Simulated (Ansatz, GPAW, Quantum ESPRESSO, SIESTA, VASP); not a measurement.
CsSnI3: 5 runs at one level of theory

```
Cs I Sn
1.0
     6.20570    0.00000    0.00000
     0.00000    6.20570    0.00000
     0.00000    0.00000    6.20570
Cs I Sn
1 3 1
Direct
  0.00000 0.00000 0.00000
  0.50000 0.50000 0.00000
  0.50000 0.00000 0.50000
  0.00000 0.50000 0.50000
  0.50000 0.50000 0.50000
```

The cell was measured well above room temperature.

Alike in all runs: task equation of state; functional PBEsol; k mesh 5 × 5 × 5; occupations fermi-dirac, width 0.05 eV; no spin polarisation; no spin-orbit coupling.

```csv
program and potentials,plane-wave cutoff (eV),notes,equilibrium volume (Å³/atom),bulk modulus (GPa)
"Ansatz, all-electron LAPW, scalar-relativistic",-,-,45.83,18.2
"Quantum ESPRESSO, GBRV 1.5 PBEsol",925,-,45.80,18.2
"VASP, PBE PAW files Cs_sv, I, Sn_d, 520 eV",520,potentials made for PBE,45.87,18.1
"SIESTA, files PseudoDojo sr-pbesol-0.4.1-standard, DZP (energy shift 0.003 Ry; two zetas on semicore shells; d shell added on Cs)",-,atomic basis,46.34,18.8
"GPAW, PAW data sets generated for this functional",600,-,45.84,18.3
```

The equilibrium volume spans 45.80 (Quantum ESPRESSO, GBRV 1.5 PBEsol) to 46.34 Å³/atom (SIESTA, files PseudoDojo sr-pbesol-0.4.1-standard, DZP (energy shift 0.003 Ry; two zetas on semicore shells; d shell added on Cs)), with all-electron results at 45.83. The bulk modulus spans 18.1 (VASP, PBE PAW files Cs_sv, I, Sn_d, 520 eV) to 18.8 GPa (SIESTA, files PseudoDojo sr-pbesol-0.4.1-standard, DZP (energy shift 0.003 Ry; two zetas on semicore shells; d shell added on Cs)), with all-electron results at 18.2. Rows in atomic bases carry the error of their basis and grid, which can be large.

The functional is the same throughout but for its coding, so the spread measures potentials, basis and numerics; runs on potential files found faulty are left out.
